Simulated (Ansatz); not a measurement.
**V: from a trial structure to a relaxed crystal**

These are results of DFT PBE, scalar-relativistic, plane waves, PAW (Ansatz), not measurements. Cutoff 420 eV, Γ-centred k mesh, Gaussian smearing, no spin polarisation in the final step.

A relaxed cell is given with its space group left out.

```xyz
2
Lattice="-2.3276 2.3276 1.2916 2.3276 -2.3276 1.2916 2.3276 2.3276 -1.2916" Properties=species:S:1:pos:R:3 pbc="T T T"
V     0.0000    0.0000    0.0000
V     0.0000    2.3276    0.6458
```

Energies count from the standard state of V at the same level.

What space group does it have?

I4_1/amd (No. 141). Conventional cell: a = 4.655 Å, c = 2.583 Å. V has 4 V at 2.42 Å and 2 V at 2.58 Å.

How far above the standard state of V does it lie?

0.47 eV/atom.

Is it a metal?

Yes, bands cross the Fermi level on the 24×24×24 mesh.

The final run used a 24×24×24 mesh on its 2-atom cell and 0.10 eV smearing. For metals, differences of a few meV/atom aren't resolved. The cell came from a trial start, so V may not exist in this structure.